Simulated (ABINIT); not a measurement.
## AlN: equation of state with PBE

The system is AlN.

```xyz
2
Lattice="0.0000 2.1840 2.1840 2.1840 0.0000 2.1840 2.1840 2.1840 0.0000" Properties=species:S:1:pos:R:3 pbc="T T T"
Al    0.0000    0.0000    0.0000
N     1.0920    1.0920    1.0920
```

Measurements of this composition are mostly on another form, of space group No. 186.

```
Program             : ABINIT 10.8.3 (patched build)
Task                : equation of state
Functional          : PBE
Potentials or basis : PseudoDojo NC SR PBE v0.4 stringent
Cutoff              : 1143 eV
k mesh              : 10 × 10 × 10
Occupations         : fermi-dirac, width 0.05 eV
Spin                : no spin polarisation
```

| Quantity | Value |
| --- | --- |
| Equilibrium volume | 10.65 Å³/atom |
| Bulk modulus | 193 GPa |
| Pressure derivative of the bulk modulus | 3.9 |

Energy against volume, from the lowest point:
```tsv
volume (Å³/atom)	energy (meV/atom)
9.792	47.96
10.001	26.59
10.209	11.88
10.417	3.20
10.626	0.00
10.834	1.77
11.042	8.06
```

Wall time 91 s on 1 thread of Arm Neoverse V2 (shared host), peak memory 0.12 GiB.

Caveat: pressures at fixed basis lie under the slope of the energies.
